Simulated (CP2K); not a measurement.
SnO2:

```xyz
3
Lattice="5.1510 0.0000 0.0000 4.1356 3.0707 0.0000 4.1356 1.3675 2.7494" Properties=species:S:1:pos:R:3 pbc="T T T"
Sn    6.7111    2.2191    1.3747
O    10.2388    3.3856    2.0973
O     3.1833    1.0526    0.6521
```

Measurements of this composition are mostly on another form, of space group No. 136.

Program: CP2K 2026.2. Alike in all runs: task band structure; no spin polarisation; cell as given; k mesh 10 × 10 × 10; smearing fermi-dirac 0.05 eV.

Q: Order these runs on this cell by their band gap on the k mesh, lowest first.
A. level TASK; potentials or basis POTENTIAL_UZH Sn GTH-SCAN-q4, O GTH-SCAN-q6; TZVP-MOLOPT-SCAN-GTH basis; NGRIDS 4; bands added on the path 6
B. level SCAN; potentials or basis POTENTIAL_UZH Sn GTH-SCAN-q4, O GTH-SCAN-q6; TZVP-MOLOPT-SCAN-GTH basis; NGRIDS 5; bands added on the path 4
C. level TB-mBJ; potentials or basis POTENTIAL_UZH Sn GTH-PBE-q4, O GTH-PBE-q6; TZVP-MOLOPT-PBE-GTH basis; NGRIDS 4; bands added on the path 2

A: B (2.10 eV), C (2.62 eV), A (2.97 eV).

Caveats: spin-orbit coupling is left out, which moves the levels of the heavy elements; the basis of atomic orbitals isn't converged, which shifts pressures, moduli and gaps; forces of over 1 eV/Å show positions far from the minimum, so gaps and moduli don't describe the material at rest (some runs); this is a model potential without an energy functional, so only levels have meaning (some runs).

